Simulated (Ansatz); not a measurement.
# Mn3Sn: a relaxation

The task: find the equilibrium cell of Mn3Sn.

Method: DFT PBE, scalar-relativistic, plane waves, PAW, in Ansatz 0.2.0.

1 further run of the same task is left out (set aside as unsound or not needed).

## (1) The structure to begin with

It takes space group Fm-3m (No. 225, cubic). Conventional cell: a = 6.121 Å, b = 6.121 Å, c = 6.121 Å, α = 90.00°, β = 90.00°, γ = 90.00°. Mn (site symmetry -43m) has 4 Mn at 2.65 Å and 4 Sn at 2.65 Å as nearest neighbours. Mn (site symmetry m-3m) is surrounded by 8 Mn at 2.65 Å. Sn (site symmetry m-3m) has 8 Mn at 2.65 Å as nearest neighbours.

Structure file:

```cif
data_structure
_symmetry_space_group_name_H-M 'Fm-3m'
_symmetry_Int_Tables_number 225
_cell_length_a 6.1210
_cell_length_b 6.1210
_cell_length_c 6.1210
_cell_angle_alpha 90.000
_cell_angle_beta 90.000
_cell_angle_gamma 90.000
_cell_volume 229.33
loop_
_atom_site_label
_atom_site_type_symbol
_atom_site_symmetry_multiplicity
_atom_site_Wyckoff_symbol
_atom_site_fract_x
_atom_site_fract_y
_atom_site_fract_z
_atom_site_occupancy
Mn1 Mn 8 c 0.25000 0.25000 0.75000 1
Mn2 Mn 4 b 0.50000 0.00000 0.00000 1
Sn1 Sn 4 a 0.00000 0.00000 0.00000 1
```

Source of the structure: the Materials Project (structure only).

(A quick probe on a coarse mesh, which set the mesh and smearing, is not shown.)

## (3) Relaxing cell and atoms

The input, input.yaml:

```yaml
crystal:
  lattice:
    - [0.0, 3.060496, 3.060496]
    - [3.060496, 0.0, 3.060496]
    - [3.060496, 3.060496, 0.0]
  atoms:
    - { symbol: Mn, position: [0.75, 0.75, 0.75], spin: 3.07 }
    - { symbol: Mn, position: [0.25, 0.25, 0.25], spin: 3.07 }
    - { symbol: Mn, position: [0.5, 0.5, 0.5], spin: 1.64 }
    - { symbol: Sn, position: [0.0, 0.0, 0.0] }
basis:
  ecutwfc: 420
kpoints:
  mp_grid: { grid: [12, 12, 12] }
hamiltonian:
  xc: pbe
scf:
  occupations: { method: gaussian, width: 0.1 }
output:
  forces: true
  stress: true
  eigenvalues: true
  populations: true
magnetization:
  spin_polarized: true
relax:
  adjacent_minimum: "off"
  f_tol: 0.005
  max_steps: 80
  cell: { stress_tol: 0.05 }
```

The run is started by

```sh
$ ansatz run input.yaml --threads 1 --pin off --max-ram 2560MiB --backend cpu --events-out ev --progress --plain --runs-dir out
```

Further runs follow: a reference point on a finer mesh.

**Question.** What will these runs give? Wanted: relaxed cell; volume; formation energy; total moment; gap on the mesh.

The runs gave:

| quantity | value |
| --- | --- |
| relaxed cell (conventional) | a = 6.133 Å, b = 6.133 Å, c = 6.133 Å, α = 90.00°, β = 90.00°, γ = 90.00° |
| space group (0.01 Å) | Fm-3m (No. 225) |
| volume | 14.41 Å³/atom |
| formation energy (elements from runs with the same settings, not shown) | +0.27 eV/atom |
| total moment | 7.13 μB/cell |
| gap on the mesh | none (metal) |

In words: Relaxation raised the volume by 0.6 %.
